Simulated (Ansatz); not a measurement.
# Al2Cu: work and stress of cleavage

Method: DFT PBEsol, scalar-relativistic, plane waves, PAW (Ansatz). Settings: plane waves to 420 eV, k-mesh 13×13×5 (Γ-centred), Gaussian smearing 0.15 eV. No spin polarisation. Energies are free energies at this smearing, counted from the undisturbed cell; pressure is positive in compression.

The undisturbed cell (relaxed at this level; it needn't be the usual structure):

```
CELL_PARAMETERS angstrom
-2.02463 2.02463 -2.86301
-2.02463 -2.02463 2.86301
0.00000 8.09853 5.72603
ATOMIC_POSITIONS crystal
Al 0.00000 0.00000 0.91665
Al 0.33333 0.66667 0.24998
Al 0.66667 0.33333 0.58332
Al 0.33333 0.66667 0.74998
Al 0.66667 0.33333 0.08332
Al 0.00000 0.00000 0.41665
Cu 0.66667 0.33333 0.83332
Cu 0.00000 0.00000 0.16665
Cu 0.33333 0.66667 0.49998
```

The cut lies on the cell's a–b face, a (1 1 1) plane (indices in the standard cell, whose axes needn't be the Cartesian ones shown) of area 14.20 Å², between layers 1.65 Å apart. Vector c is lengthened by d along the normal with the atoms' Cartesian places fixed: one unrelaxed cut a cell. The traction is positive where the two halves pull on each other.

```csv
d (Å),energy (J/m²),traction (GPa)
-0.30,0.61,-49.6
0.00,0.00,0.3
0.50,0.65,18.5
1.00,1.53,15.3
2.00,2.52,5.6
3.00,2.86,1.7
6.00,2.96,0.0
```

Question: What are the work of separation and the cleavage stress, and do they fit the universal binding curve?

Answer: The energy levels off near W ≈ 2.96 J/m² (the traction is down to 0.0 GPa), the energy of the two unrelaxed faces, 1.48 J/m² each on average. The largest sampled traction is 18.5 GPa at d = 0.50 Å, and a parabola through it and its two neighbours peaks at σ_max ≈ 19.8 GPa, d ≈ 0.67 Å. The curve E = W[1 − (1 + d/ℓ)exp(−d/ℓ)] peaks in traction at d = ℓ with σ_max = W/(eℓ); with 1 J/m² per Å = 10 GPa this W and σ_max give ℓ = 0.55 Å. A parabola through that curve at the same three d peaks at 0.67 Å, against 0.67 Å here, a fair fit. Real crystals break at far lower stress, because cracks concentrate it, and on the plane of lowest W, which needn't be this one.

The cut is rigid; relaxing the faces lowers these energies and usually the stresses.

In a metal these slopes depend on the k mesh and the smearing.

Cost: 7 runs of about 9 core-minutes in all, on Intel Xeon Platinum 8488C (Sapphire Rapids) (shared hosts).